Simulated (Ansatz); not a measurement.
# Au: strain energy, fitted

Au, Cmcm, a = 2.865 Å, b = 5.141 Å, c = 4.892 Å. This isn't the element's structure at ambient conditions. Ansatz: PBE, PAW, 420 eV, Γ-centred 18×10×12 mesh on 4 atoms, Gaussian smearing 0.10 eV; no spin polarisation. Series: biaxial strain in the a-b plane, c and atoms relaxed; x is the strain in per cent. y is the free energy over the unstrained cell, V0 = 18.016 Å³/atom.

```tsv
x (%)	y (meV/atom)
-3.0	?
-2.0	8.33
-1.0	1.57
0.0	0.00
1.0	2.19
2.0	7.22
3.0	14.70
```

Fit y = c2 x² + c3 x³ to the other rows, turn c2 into a modulus, and predict the missing energy.

Least squares on the rows shown. y = 1.9092 x² − 0.087668 x³. In eV per unit strain² c2 is 19.09; M is the biaxial modulus (E = M V0 ε²): 19.09 × 160.2 / (18.016) = 170 GPa. The unstrained cell keeps some stress along the strain, worth a slope of 0.38 meV/atom per %, which the form leaves out. With a term in x⁴ added, the coefficient of x² becomes 2.011, 5 % more, which shows how far this figure hangs on the form. At x = -3.0 the fit asked for gives 19.55 meV/atom. The run gave 21.28 meV/atom, so the fit is 1.73 meV/atom too low, 8.1 % of the span of the series, against an rms of 0.29 meV/atom on the fitted rows. The row lies outside the fitted range. With a term in x⁴ added, a fit to the same known rows predicts 18.31 meV/atom, further off still.

Spin–orbit coupling is left out, which can shift energies with elements as heavy as these.

Cost: 7 runs of about 14 core-minutes in all, on Intel Xeon 6975P-C (Granite Rapids) (shared hosts).